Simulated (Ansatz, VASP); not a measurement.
## Al2O3: VASP beside Ansatz

INCAR

```
ALGO     = Normal         # electronic algorithm
EDIFF    = 1E-8           # SCF threshold, eV
ENCUT    = 520            # plane-wave cutoff, eV
GGA      = PE             # functional
ISIF     = 2              # what is computed and relaxed
ISMEAR   = -1             # smearing method
LASPH    = True           # aspherical terms in the spheres
LCHARG   = False          # write CHGCAR
LEFG     = True         
LREAL    = False          # projectors in reciprocal space
LWAVE    = False          # write WAVECAR
NBANDS   = 35             # bands
NELM     = 100            # most SCF steps
PREC     = Accurate       # precision mode
SIGMA    = 0.02           # smearing width, eV
```

KPOINTS

```
k-points
0
Gamma
  5 5 5
```

The input POSCAR:

```
Al2O3
1.0
    2.4025136104      1.3870918797      4.3720844159
   -2.4025136104      1.3870918797      4.3720844159
    0.0000000000     -2.7741837594      4.3720844159
Al O
4 6
Direct
    0.6479040000      0.6479040000      0.6479040000
    0.8520960000      0.8520960000      0.8520960000
    0.1479040000      0.1479040000      0.1479040000
    0.3520960000      0.3520960000      0.3520960000
    0.4438545000      0.0561455000      0.7500000000
    0.9438545000      0.2500000000      0.5561455000
    0.0561455000      0.7500000000      0.4438545000
    0.7500000000      0.4438545000      0.0561455000
    0.2500000000      0.5561455000      0.9438545000
    0.5561455000      0.9438545000      0.2500000000
```

Input for Ansatz:

```yaml
crystal:
  lattice:
    - [2.4025136104, 1.3870918797, 4.3720844159]
    - [-2.4025136104, 1.3870918797, 4.3720844159]
    - [0.0, -2.7741837594, 4.3720844159]
  atoms:
    - { symbol: Al, position: [0.647904, 0.647904, 0.647904] }
    - { symbol: Al, position: [0.852096, 0.852096, 0.852096] }
    - { symbol: Al, position: [0.147904, 0.147904, 0.147904] }
    - { symbol: Al, position: [0.352096, 0.352096, 0.352096] }
    - { symbol: O, position: [0.4438545, 0.0561455, 0.75] }
    - { symbol: O, position: [0.9438545, 0.25, 0.5561455] }
    - { symbol: O, position: [0.0561455, 0.75, 0.4438545] }
    - { symbol: O, position: [0.75, 0.4438545, 0.0561455] }
    - { symbol: O, position: [0.25, 0.5561455, 0.9438545] }
    - { symbol: O, position: [0.5561455, 0.9438545, 0.25] }
kpoints:
  mp_grid: { grid: [5, 5, 5] }
scf:
  occupations: { method: fermi_dirac, width: 0.02 }
hamiltonian:
  xc: pbe
  pseudopotentials: { kind: paw }
output:
  forces: true
  stress: true
  populations: true
  efg:
    quadrupole_moments_barn: { Al: 0.1466, O: -0.02558 }
    contact_densities: true
```

The cell is a database's computed one.

Alike in both runs: task electric field gradients; functional PBE; k mesh 5 × 5 × 5; occupations fermi-dirac, width 0.02 eV; no spin polarisation.

|  | VASP | Ansatz |
| --- | --- | --- |
| version | VASP 6.6.1 | Ansatz 0.2.0 |
| potentials or method | VASP PAW PBE potentials, release 64 (Al, O) | plane-wave PAW, scalar-relativistic |
| plane-wave cutoff (eV) | 520 | 420 |
| valence electrons in the cell | 48 | 48 |

|  | VASP | Ansatz | Ansatz less VASP |
| --- | --- | --- | --- |
| gap on the k mesh at the Fermi level (eV) | 5.88 | 5.88 | +0.003 |
| pressure (GPa) | 0.3 | 0.5 | +0.16 |
| largest component of the traceless stress (GPa) | 0.07 | 0.05 | -0.025 |
| rms of the force components (eV/Å) | 0.005 | 0.005 | -0.0009 |
| Vzz of the field gradient on the site that differs most (V/Å²) | -39.0 | -40.0 | -1.00 |

Atom by atom the forces differ by 0.001 eV/Å (rms over components). The functional is the same, so the differences come from potentials, cutoffs and numerics.
